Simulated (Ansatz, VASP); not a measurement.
This is a calculation of NaI for Ansatz 0.2.0. 

File input.yaml:

```yaml
crystal:
  lattice:
    - [0.0, 3.2364, 3.2364]
    - [3.2364, 0.0, 3.2364]
    - [3.2364, 3.2364, 0.0]
  atoms:
    - { symbol: I, position: [0.5, 0.5, 0.5] }
    - { symbol: Na, position: [0.0, 0.0, 0.0] }
hamiltonian:
  xc: pbe
  pseudopotentials: { kind: paw }
kpoints:
  mp_grid: { grid: [7, 7, 7] }
scf:
  occupations: { method: gaussian, width: 0.1 }
output:
  forces: true
  stress: true
  eigenvalues: true
```

Potentials or basis: Ansatz PAW.

The run is started by

```sh
$ ansatz run input.yaml --threads 1 --pin off --max-ram 3584MiB --backend cpu --events-out ev --progress --plain --runs-dir out
```

Q: Translate it to VASP 6.6.1. Potentials or basis there: PBE PAW files I, Na_pv, 520 eV.

A: As run (cutoffs and basis follow the program's own potentials, and thresholds, step limits or extra output files can differ):

File INCAR:

```
PREC = Accurate
ENCUT = 520
EDIFF = 1E-6
ISMEAR = 0
SIGMA = 0.1
LREAL = F
LASPH = T
NELM = 60
ALGO = Normal
ISIF = 2
LWAVE = F
LCHARG = F
GGA = PE
NBANDS = 14
```

KPOINTS

```
regular mesh
0
Gamma
  7 7 7
```

Contents of POSCAR:

```
NaI
1.0
    0.0000000000      3.2364000000      3.2364000000
    3.2364000000      0.0000000000      3.2364000000
    3.2364000000      3.2364000000      0.0000000000
I Na
1 1
Cartesian
    3.2364000000      3.2364000000      3.2364000000
    0.0000000000      0.0000000000      0.0000000000
```

Potentials or basis: VASP PAW PBE potentials, release 64 (I, Na_pv).

Launch:

```bash
$ cat potpaw_PBE.64/I/POTCAR potpaw_PBE.64/Na_pv/POTCAR > POTCAR
$ mpirun -np 1 vasp_std > vasp.out
```

Both were run:

|  | Ansatz | VASP |
| --- | --- | --- |
| Pressure | 0.4 GPa | 0.4 GPa |

Ansatz's pressure holds a Pulay term of +0.01 GPa for its cutoff of 420 eV, which the other run lacks.

The potentials hold 26 and 14 valence electrons a cell.

Where Ansatz's input types no cutoff or centring, it takes its own default and a Γ-centred mesh.

Pressure is positive in compression.
